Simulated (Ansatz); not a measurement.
These are results of Ansatz, DFT PBE, scalar-relativistic, plane waves, PAW, not measurements. All cells share a 420 eV cutoff and Γ-centred k meshes spaced at most about 0.3 Å⁻¹ (about 0.25 or finer for metals, 2π included). Spin is collinear in cells that carry moments; the others ran without spin or lost their moments.

Energies over the elements count from the elements' standard structures at the same level (O₂ as a molecule), with no fitted energy shifts.

All energies are static (0 K, no zero-point motion). Larger cells and other orderings weren't all tried, so the list isn't exhaustive.

A search for Zn₅O gave 5 distinct relaxed structures. Coordination counts Zn atoms around O (those within 1.25 times the shortest such distance or 1.15 times the sum of covalent radii, 1.27 where that leaves under three; a plus sign parts nearer from farther groups; the shortest distance is added where it exceeds 1.18 times the sum of covalent radii). Cells relaxed within their symmetry can be saddle points.

Problem. What is the best candidate for Zn₅O?

Solution. The one with space group P-6m2 (No. 187), reached from: LiMg5 type (P-6m2). It has a = 2.934 Å, c = 11.149 Å, 13.9 Å³/atom, no gap on the mesh. Around Zn on a site of symmetry 3m lie 3 O at 2.18 Å, 4 Zn at 2.70–2.74 Å and 6 Zn at 2.93 Å; around Zn on a second site of symmetry 3m lie 6 Zn at 2.70 Å and 6 Zn at 2.93 Å; around Zn on a site of symmetry -6m2 lie 6 Zn at 2.70 Å and 6 Zn at 2.93 Å; O is surrounded by 6 Zn at 2.18 Å. Its energy over the elements is −0.28 eV/atom. It lies below the elements, which doesn't yet make it stable against other compounds or structures. An observed structure of this formula, if there is one, may be missing.

```
CELL_PARAMETERS angstrom
2.93381 0.00000 0.00000
-1.46691 2.54076 0.00000
0.00000 0.00000 11.14937
ATOMIC_POSITIONS crystal
Zn 0.00000 0.00000 0.87709
Zn 0.66667 0.33333 0.68899
Zn 0.00000 0.00000 0.50000
Zn 0.66667 0.33333 0.31101
Zn 0.00000 0.00000 0.12291
O 0.66667 0.33333 0.00000
```

Problem. How much higher is the P4/mmm structure with 17.5 Å³/atom and coordination O 8 from 2.4 Å (reached from: random cell)?

Solution. 0.38 eV/atom. It has no gap on its mesh.

Problem. How much higher is the P6/mmm structure with 15.9 Å³/atom and coordination O 6+12 from 2.9 Å (reached from: LaPd5 type (P6/mmm))?

Solution. 0.59 eV/atom. It has no gap on its mesh. It has parallel moments up to 0.7 μB.
